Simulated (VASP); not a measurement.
# GaN (P6_3mc) in VASP: settings compared

The runs below take GaN through relaxation of cell and atoms, with PBE, PBEsol, r2SCAN+rVV10.

Everything below comes from runs of VASP 6.6.1. Logs are shortened: lines on timing, memory, paths and dates and some standing lists are left out, and cuts for length are marked.

### 1 Starting point

It takes space group P6_3mc (No. 186, hexagonal). The conventional cell has a = 3.217 Å, b = 3.217 Å, c = 5.243 Å, α = 90.00°, β = 90.00°, γ = 120.00°. Around Ga (site symmetry 3m) lie 4 N at 1.97 Å. Around N (site symmetry 3m) lie 4 Ga at 1.97 Å.

### 2 Relaxation of cell and atoms, PBE

Input file INCAR:

```
SYSTEM = GaN
PREC = Accurate
ENCUT = 600
EDIFF = 1E-7
ISMEAR = 0
SIGMA = 0.03
LREAL = .FALSE.
LASPH = .TRUE.
NELM = 80
ALGO = Normal
ISIF = 3
LWAVE = .FALSE.
LCHARG = .FALSE.
GGA = PE
IBRION = 2
NSW = 90
EDIFFG = -0.005
```

Input file KPOINTS:

```
regular mesh
0
G
  12 12 5
  0 0 0
```

Input file POSCAR:

```
GaN                                     
1.0
    3.2171485812      0.0000000000      0.0000000000
   -1.6085742906      2.7861323949      0.0000000000
    0.0000000000     -0.0000000000      5.2434746834
  Ga              N             
     2     2
Direct
     0.3333333300000021    0.6666666699999979    0.9992400822255266
     0.6666666699999979    0.3333333300000021    0.4992400822255266
     0.3333333300000021    0.6666666699999979    0.3757599177744734
     0.6666666699999979    0.3333333300000021    0.8757599177744734
```

Potentials or basis: VASP PAW PBE potentials, release 64 (Ga_d, N).

On the command line:

```console
$ cat potpaw_PBE.64/Ga_d/POTCAR potpaw_PBE.64/N/POTCAR > POTCAR
$ mpirun -np 1 vasp_std > vasp.out
```

OUTCAR:

```text
SYSTEM = GaN
   PREC = Accurate
   ENCUT = 600
   EDIFF = 1E-7
   ISMEAR = 0
   LREAL = .FALSE.
   LASPH = .TRUE.
   NELM = 80
   ISIF = 3
   GGA = PE
   IBRION = 2
   NSW = 90
   EDIFFG = -0.005

 ion  position               nearest neighbor table
   1  0.333  0.667  0.999-   4 1.97   4 1.97   4 1.97   3 1.97
   2  0.667  0.333  0.499-   3 1.97   3 1.97   3 1.97   4 1.97
   3  0.333  0.667  0.376-   2 1.97   2 1.97   2 1.97   1 1.97
   4  0.667  0.333  0.876-   1 1.97   1 1.97   1 1.97   2 1.97

  LATTYP: Found a hexagonal cell.
 ALAT       =     3.2171485812
 C/A-ratio  =     1.6298515754

  Lattice vectors:

 A1 = (   3.2171485812,   0.0000000000,   0.0000000000)
 A2 = (  -1.6085742906,   2.7861323949,   0.0000000000)
 A3 = (   0.0000000000,   0.0000000000,   5.2434746834)

Analysis of symmetry for initial positions (statically):
=====================================================================
 Subroutine PRICEL returns:
 Original cell was already a primitive cell.

 Routine SETGRP: Setting up the symmetry group for a
 hexagonal supercell.

 Subroutine GETGRP returns: Found 12 space group operations
 (whereof  6 operations were pure point group operations)
 out of a pool of 24 trial point group operations.

The static configuration has the point symmetry C_3v.
 The point group associated with its full space group is C_6v.

Analysis of symmetry for dynamics (positions and initial velocities):
=====================================================================
 Subroutine PRICEL returns:
 Original cell was already a primitive cell.

 Routine SETGRP: Setting up the symmetry group for a
 hexagonal supercell.

 Subroutine GETGRP returns: Found 12 space group operations
 (whereof  6 operations were pure point group operations)
 out of a pool of 24 trial point group operations.

The dynamic configuration has the point symmetry C_3v.
 The point group associated with its full space group is C_6v.

 Subroutine INISYM returns: Found 12 space group operations
 (whereof  6 operations are pure point group operations),
 and found     1 'primitive' translations

----------------------------------------------------------------------------------------

                                     Primitive cell

  volume of cell :      46.9994

  direct lattice vectors                    reciprocal lattice vectors
     3.217148581  0.000000000  0.000000000     0.310834260  0.179460244  0.000000000
    -1.608574291  2.786132395  0.000000000     0.000000000  0.358920488  0.000000000
     0.000000000  0.000000000  5.243474683     0.000000000  0.000000000  0.190713231

  length of vectors
     3.217148581  3.217148578  5.243474683     0.358920488  0.358920488  0.190713231

  position of ions in fractional coordinates (direct lattice)
     0.333333330  0.666666670  0.999240082
     0.666666670  0.333333330  0.499240082
     0.333333330  0.666666670  0.375759918
     0.666666670  0.333333330  0.875759918

  ion indices of the primitive-cell ions
   primitive index   ion index
                 1           1
                 2           2
                 3           3
                 4           4

----------------------------------------------------------------------------------------

 KPOINTS: regular mesh

Automatic generation of k-mesh.
 Grid dimensions read from file:
 generate k-points for:   12   12    5

 Generating k-lattice:

  Cartesian coordinates                     Fractional coordinates (reciprocal lattice)
     0.025902855  0.014955020  0.000000000     0.083333333  0.000000000  0.000000000
     0.000000000  0.029910041  0.000000000     0.000000000  0.083333333  0.000000000
     0.000000000  0.000000000  0.038142646     0.000000000  0.000000000  0.200000000

  Length of vectors
     0.029910041  0.029910041  0.038142646

  Shift w.r.t. Gamma in fractional coordinates (k-lattice)
     0.000000000  0.000000000  0.000000000

 Subroutine IBZKPT returns following result:
 ===========================================

 Found     57 irreducible k-points:

 Following reciprocal coordinates:
            Coordinates               Weight
  0.000000  0.000000  0.000000      1.000000
  0.083333  0.000000  0.000000      6.000000
  0.166667 -0.000000  0.000000      6.000000
  0.250000  0.000000  0.000000      6.000000
  0.333333 -0.000000  0.000000      6.000000
  0.416667  0.000000  0.000000      6.000000
[... 16 lines left out ...]
  0.250000  0.000000  0.200000     12.000000
  0.333333 -0.000000  0.200000     12.000000
 [... further k-points ...]
   k-points           NKPTS =     57   k-points in BZ     NKDIM =     57   number of bands    NBANDS=     22
   number of dos      NEDOS =    301   number of ions     NIONS =      4
   total plane-waves  NPLWV =  32928
   dimension x,y,z NGX =    28 NGY =   28 NGZ =   42
   dimension x,y,z NGXF=    56 NGYF=   56 NGZF=   84
   ions per type =               2   2
   NGX,Y,Z   is equivalent  to a cutoff of  14.47, 14.47, 13.32 a.u.
   NGXF,Y,Z  is equivalent  to a cutoff of  28.94, 28.94, 26.63 a.u.
 SYSTEM =  GaN
   PREC   = accura    normal or accurate (medium, high low for compatibility)
   ISTART =      0    job   : 0-new  1-cont  2-samecut
   ICHARG =      2    charge: 1-file 2-atom 10-const
   ISPIN  =      1    spin polarized calculation?
   LNONCOLLINEAR =      F non collinear calculations
   LSORBIT =      F    spin-orbit coupling
   LASPH  =      T    aspherical Exc in radial PAW
   ENCUT  =  600.0 eV  44.10 Ry    6.64 a.u.   6.43  6.43 10.47*2*pi/ulx,y,z
   NELM   =     80;   NELMIN=  2; NELMDL= -5     # of ELM steps
   EDIFF  = 0.1E-06   stopping-criterion for ELM
   LREAL  =      F    real-space projection
   EDIFFG = -.5E-02   stopping-criterion for IOM
   NSW    =     90    number of steps for IOM
   IBRION =      2    ionic relax: 0-MD 1-quasi-New 2-CG
   NFREE  =      1    steps in history (QN), initial steepest desc. (CG)
   ISIF   =      3    stress and relaxation
   ISYM   =      2    0-nonsym 1-usesym 2-fastsym
   POTIM  = 0.5000    time-step for ionic-motion
   TEBEG  =    0.0;   TEEND  =   0.0 temperature during run
   PSTRESS=    0.0 pullay stress
   NELECT =      36.0000    total number of electrons
   NUPDOWN=      -1.0000    fix difference up-down
   EMIN   =  10.00;   EMAX   =-10.00  energy-range for DOS
   EFERMI =   0.00;   METHOD = LEGACY
   ISMEAR =     0;   SIGMA  =   0.03  broadening in eV -4-tet -1-fermi 0-gaus
   EFERMI_NEDOS =   21; number of points for ismear=-14 and -15
   IALGO  =     38    algorithm
   IMIX   =      4    mixing-type and parameters
     AMIX     =   0.40;   BMIX     =  1.00
     AMIX_MAG =   1.60;   BMIX_MAG =  1.00
  volume/ion in A,a.u.               =      11.75        79.29
  Fermi-wavevector in a.u.,A,eV,Ry     =   1.497884  2.830591 30.526819  2.243658
  Thomas-Fermi vector in A             =   2.609715
   LORBIT       =      0    0 simple, 1 ext, 2 COOP (PROOUT), +10 PAW based schemes
   GGA     = PE    functional components
   LHFCALC =     F    Hartree Fock is set to
   AEXX    =    0.0000 exact exchange contribution
   IVDW    =     0    specifies the selected vdW correction
   LEPSILON=     F    determine dielectric tensor
   LRPA    =     F    only Hartree local field effects (RPA)
 conjugate gradient relaxation of ions
 non-spin polarized calculation
 Gauss-broadening in eV      SIGMA  =   0.03
  energy-cutoff  :      600.00
  volume of cell :       47.00
 maximum number of plane-waves:      1587
 NGX is ok and might be reduce to    28
   NGX = 13   NGY = 13   NGZ = 21

--------------------------------------- Ionic step        1  -------------------------------------------

 number of electron      36.0000002 magnetization

 Free energy of the ion-electron system (eV)
  ---------------------------------------------------
  ext. energy  EPLUGINS =         0.00000000
  ---------------------------------------------------
  free energy    TOTEN  =       -24.33074124 eV

  energy without entropy =      -24.33074124  energy(sigma->0) =      -24.33074124

------------------------ aborting loop because EDIFF is reached ----------------------------------------

  FORCE on cell =-STRESS in cart. coord.  units (eV):
  Direction    XX          YY          ZZ          XY          YZ          ZX
  --------------------------------------------------------------------------------------
  -------------------------------------------------------------------------------------
  Total        0.0192206      0.0192206      0.0118534      0.0000000      0.0000000      0.0000000
  in kB        0.6552188      0.6552188      0.4040736      0.0000000      0.0000000      0.0000000
  external PRESSURE =       0.5715037 kB  Pullay stress =       0.0000000 kB
[... 61 lines left out ...]
  energy  without entropy=      -24.3307508722  energy(sigma->0) =      -24.33075087

--------------------------------------- Ionic step        3  -------------------------------------------

 number of electron      36.0000003 magnetization

 Free energy of the ion-electron system (eV)
  ---------------------------------------------------
  ext. energy  EPLUGINS =         0.00000000
  ---------------------------------------------------
  free energy    TOTEN  =       -24.33075112 eV

  energy without entropy =      -24.33075112  energy(sigma->0) =      -24.33075112

 E-fermi :   5.1902     XC(G=0): -11.5165

 val. band max:        5.0123224317   @ k =   0.0000   0.0000   0.0000
 cond. band min:       6.7280513311   @ k =   0.0000   0.0000   0.0000
 fundamental gap:      1.7157288995
 Fermi energy:         5.1901718894

 k-point     1 :       0.0000    0.0000    0.0000
  band No.  band energies     occupation
      1     -10.7266      2.00000
      2      -9.9025      2.00000
      3      -8.4100      2.00000
      4      -8.3955      2.00000
      5      -8.3955      2.00000
      6      -8.3397      2.00000
[... 574 lines left out ...]
      6      -8.2119      2.00000
[... 14 lines left out ...]
     21      11.9586      0.00000
     22      13.0346      0.00000

 [... further k-points ...]

------------------------ aborting loop because EDIFF is reached ----------------------------------------

  FORCE on cell =-STRESS in cart. coord.  units (eV):
  Direction    XX          YY          ZZ          XY          YZ          ZX
  --------------------------------------------------------------------------------------
  -------------------------------------------------------------------------------------
  Total        0.0059922      0.0059922     -0.0087051      0.0000000      0.0000000      0.0000000
  in kB        0.2041752      0.2041752     -0.2966103      0.0000000      0.0000000      0.0000000
  external PRESSURE =       0.0372467 kB  Pullay stress =       0.0000000 kB
[... 19 lines left out ...]
  FREE ENERGIE OF THE ION-ELECTRON SYSTEM (eV)
  ---------------------------------------------------
  free  energy   TOTEN  =       -24.3307511222 eV

  energy  without entropy=      -24.3307511222  energy(sigma->0) =      -24.33075112

 reached required accuracy - stopping structural energy minimisation
```

Run time: 58 s. Hardware: 1 thread of Intel Xeon 6975P-C (Granite Rapids), shared host; peak memory 0.22 GiB.

What came out:

```
Free energy                            : -24.3308 eV
Relaxed volume                         : 11.76 Å³/atom
Relaxed cell                           : a = 3.218 Å, b = 3.218 Å, c = 5.244 Å, α = 90.00°, β = 90.00°, γ = 120.00°
Space group after relaxing (to 0.05 Å) : P6_3mc (No. 186)
Energy gained by relaxing              : 0.0 meV/atom
Ionic steps                            : 3
Pressure after relaxing                : 0.0 GPa
Band gap on the k mesh                 : 1.72 eV, direct
```

Forces in eV/Å, atoms in the order of the input:
```
Ga   0.000  0.000 -0.002
Ga   0.000  0.000 -0.002
N    0.000  0.000  0.002
N    0.000  0.000  0.002
```

Final structure:
```
Ga N
1.0
     3.21773    0.00000    0.00000
    -1.60886    2.78663    0.00000
     0.00000    0.00000    5.24405
Ga N
2 2
Direct
  0.33333 0.66667 0.99919
  0.66667 0.33333 0.49919
  0.33333 0.66667 0.37581
  0.66667 0.33333 0.87581
```

Expect the measured gap to be larger: semilocal functionals such as PBE lack the derivative discontinuity.

### 3 Relaxation of cell and atoms, PBEsol

This run uses another cell than the first one, of 11.31 Å³/atom, 0.963 times its volume.

Input file INCAR:

```
SYSTEM = GaN
PREC = Accurate
ENCUT = 600
EDIFF = 1E-6
ISMEAR = 0
SIGMA = 0.03
LREAL = .False.
LASPH = .True.
NELM = 80
ALGO = Normal
ISIF = 3
LWAVE = .False.
LCHARG = .False.
GGA = PS
IBRION = 2
NSW = 90
EDIFFG = -0.01
```

Input file KPOINTS:

```
regular mesh
0
Gamma
  12 12 5
  0 0 0
```

Input file POSCAR:

```
GaN
1.0
    3.1800000000      0.0000000000      0.0000000000
   -1.5900000000      2.7539607800      0.0000000000
    0.0000000000      0.0000000000      5.1660000000
Ga N
2 2
Direct
    0.3333333300      0.6666666700      0.0000000000
    0.6666666700      0.3333333300      0.5000000000
    0.3333333300      0.6666666700      0.3750000000
    0.6666666700      0.3333333300      0.8750000000
```

Potentials or basis: VASP PAW PBE potentials, release 64 (Ga_d, N).

On the command line:

```console
$ cat potpaw_PBE.64/Ga_d/POTCAR potpaw_PBE.64/N/POTCAR > POTCAR
$ mpirun -np 1 vasp_std > vasp.out
```

OUTCAR:

```text
SYSTEM = GaN
   PREC = Accurate
   ENCUT = 600
   EDIFF = 1E-6
   ISMEAR = 0
   LREAL = .False.
   LASPH = .True.
   NELM = 80
   ISIF = 3
   GGA = PS
   IBRION = 2
   NSW = 90
   EDIFFG = -0.01

 ion  position               nearest neighbor table
   1  0.333  0.667  0.000-   3 1.94   4 1.95   4 1.95   4 1.95
   2  0.667  0.333  0.500-   4 1.94   3 1.95   3 1.95   3 1.95
   3  0.333  0.667  0.375-   1 1.94   2 1.95   2 1.95   2 1.95
   4  0.667  0.333  0.875-   2 1.94   1 1.95   1 1.95   1 1.95

  LATTYP: Found a hexagonal cell.
 ALAT       =     3.1800000000
 C/A-ratio  =     1.6245283019

  Lattice vectors:

 A1 = (   3.1800000000,   0.0000000000,   0.0000000000)
 A2 = (  -1.5900000000,   2.7539607800,   0.0000000000)
 A3 = (   0.0000000000,   0.0000000000,   5.1660000000)

Analysis of symmetry for initial positions (statically):
=====================================================================
 Subroutine PRICEL returns:
 Original cell was already a primitive cell.

 Routine SETGRP: Setting up the symmetry group for a
 hexagonal supercell.

[... 180 lines left out ...]
  Direction    XX          YY          ZZ          XY          YZ          ZX
  --------------------------------------------------------------------------------------
  -------------------------------------------------------------------------------------
  Total       -0.0138507     -0.0138507      0.5833764      0.0000000      0.0000000      0.0000000
  in kB       -0.4905059     -0.4905059     20.6595162      0.0000000      0.0000000      0.0000000
  external PRESSURE =       6.5595014 kB  Pullay stress =       0.0000000 kB
[... 177 lines left out ...]
--------------------------------------- Ionic step        6  -------------------------------------------

 number of electron      35.9999995 magnetization

 Free energy of the ion-electron system (eV)
  ---------------------------------------------------
  ext. energy  EPLUGINS =         0.00000000
  ---------------------------------------------------
  free energy    TOTEN  =       -26.27184176 eV

  energy without entropy =      -26.27184176  energy(sigma->0) =      -26.27184176

 E-fermi :   5.3983     XC(G=0): -11.9404

 val. band max:        5.2616857877   @ k =   0.0000   0.0000   0.0000
 cond. band min:       7.1673406595   @ k =   0.0000   0.0000   0.0000
 fundamental gap:      1.9056548717
 Fermi energy:         5.3982619369

 k-point     1 :       0.0000    0.0000    0.0000
  band No.  band energies     occupation
      1     -10.7769      2.00000
      2      -9.8005      2.00000
      3      -8.1478      2.00000
      4      -8.1314      2.00000
      5      -8.1314      2.00000
      6      -8.0682      2.00000
[... 589 lines left out ...]
     21      12.3022      0.00000
     22      13.4429      0.00000

 [... further k-points ...]

------------------------ aborting loop because EDIFF is reached ----------------------------------------

  FORCE on cell =-STRESS in cart. coord.  units (eV):
  Direction    XX          YY          ZZ          XY          YZ          ZX
  --------------------------------------------------------------------------------------
  -------------------------------------------------------------------------------------
  Total        0.0083774      0.0083774     -0.0128229      0.0000000      0.0000000     -0.0000000
  in kB        0.2957333      0.2957333     -0.4526656      0.0000000      0.0000000     -0.0000000
  external PRESSURE =       0.0462670 kB  Pullay stress =       0.0000000 kB
[... 19 lines left out ...]
  FREE ENERGIE OF THE ION-ELECTRON SYSTEM (eV)
  ---------------------------------------------------
  free  energy   TOTEN  =       -26.2718417618 eV

  energy  without entropy=      -26.2718417618  energy(sigma->0) =      -26.27184176

 reached required accuracy - stopping structural energy minimisation
```

OSZICAR:

```text
N       E                     dE             d eps       ncg     rms          rms(c)
DAV:   1     0.290604935810E+03    0.29060E+03   -0.20179E+04  2632   0.333E+03
DAV:   2     0.782563477033E+01   -0.28278E+03   -0.27377E+03  2764   0.569E+02
DAV:   3    -0.283108493663E+02   -0.36136E+02   -0.35789E+02  2868   0.163E+02
DAV:   4    -0.299066609359E+02   -0.15958E+01   -0.15907E+01  3526   0.359E+01
[... 41 lines left out ...]
       N       E                     dE             d eps       ncg     rms          rms(c)
DAV:   1    -0.262718738798E+02   -0.33590E-04   -0.66861E-04  3648   0.473E-01    0.360E-02
DAV:   2    -0.262718507752E+02    0.23105E-04   -0.83787E-05  3554   0.200E-01    0.178E-02
DAV:   3    -0.262718422432E+02    0.85320E-05   -0.14102E-05  4042   0.872E-02    0.410E-03
DAV:   4    -0.262718417618E+02    0.48139E-06   -0.41580E-06  2396   0.210E-02
   6 F= -.26271842E+02 E0= -.26271842E+02  d E =-.153120E-04
```

Run time: 2 min. Hardware: 1 thread of Intel Xeon Platinum 8559C (Emerald Rapids), shared host; peak memory 0.22 GiB.

Results:

```yaml
Free_energy: -26.2718 eV
Relaxed_volume: 11.35 Å³/atom
Relaxed_cell: a = 3.180 Å, b = 3.180 Å, c = 5.184 Å, α = 90.00°, β = 90.00°, γ = 120.00°
Space_group_after_relaxing_to_0.05_Å: P6_3mc (No. 186)
Energy_gained_by_relaxing: 0.5 meV/atom
Ionic_steps: 6
Pressure_after_relaxing: 0.0 GPa
Largest_force_after_relaxing: 0.006 eV/Å
Band_gap_on_the_k_mesh: 1.91 eV, direct
```

Forces on the atoms (eV/Å):
```
Ga   0.000  0.000 -0.006
Ga   0.000  0.000 -0.006
N    0.000  0.000  0.006
N    0.000  0.000  0.006
```

The path:
```
step  energy change (eV)  largest force (eV/Å)  pressure (GPa)  volume (Å³)
   1              0.0000                0.1309            0.66        45.24
   2             -0.0005                0.0880           -0.50        45.54
   3             -0.0020                0.0103            0.08        45.40
   4             -0.0019                0.0049           -0.09        45.41
   5             -0.0020                0.0059            0.15        45.37
   6             -0.0020                0.0064            0.00        45.39
```

Final structure:
```xyz
4
Lattice="3.1796 0.0000 0.0000 -1.5898 2.7536 0.0000 0.0000 0.0000 5.1838" Properties=species:S:1:pos:R:3 pbc="T T T"
Ga    0.0000    1.8357    5.1801
Ga    1.5898    0.9179    2.5882
N     0.0000    1.8357    1.9476
N     1.5898    0.9179    4.5394
```

Caveat: the PAW data sets were made with another functional, which shifts forces and pressure a little.

(Part 1 of 2 ends here.)
